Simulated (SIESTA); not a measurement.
The system is Nb.

```
Nb
1.0
     0.00000    2.11500    2.11500
     2.11500    0.00000    2.11500
     2.11500    2.11500    0.00000
Nb
1
Direct
  0.00000 0.00000 0.00000
```

This isn't the form of Nb at room conditions, which is bcc.

- Program: SIESTA 5.4.2
- Task: single point
- Functional: PBE
- Potentials or basis: PseudoDojo 0.4 standard (PBE files)
- Basis: DZP (energy shift 0.003 Ry; two zetas on semicore shells)
- Grid cutoff: 800 Ry
- Energy shift: 0.003 Ry
- k mesh: 11 × 11 × 11
- Occupations: fermi-dirac, width 0.05 eV
- Spin: no spin polarisation

On this cell: pressure -0.6 GPa; band gap on the k mesh none (metal or under the smearing width).

The same run follows on a disturbed copy (cell strained at random at fixed volume):

```xyz
1
Lattice="-0.0410 2.1934 2.1088 2.0464 0.0498 2.0180 2.1263 2.1824 -0.0300" Properties=species:S:1:pos:R:3 pbc="T T T"
Nb   -0.0098    0.0653    0.0554
```

**Question.** What does the disturbed cell give?

**Answer.** The energy (extrapolated to zero smearing) moves by -22.2 meV/atom; pressure -0.9 GPa; band gap on the k mesh none (metal or under the smearing width).

Stress tensor (GPa, compression positive):
```
-1.61  0.60 -1.97
 0.60  4.05  1.08
-1.97  1.08 -5.11
```

The energy falls, though the first cell shows no forces: that form is unstable against this distortion, unless noise or another electronic state is at work.

Caveats: the basis of atomic orbitals isn't converged, which shifts pressures, moduli and gaps.
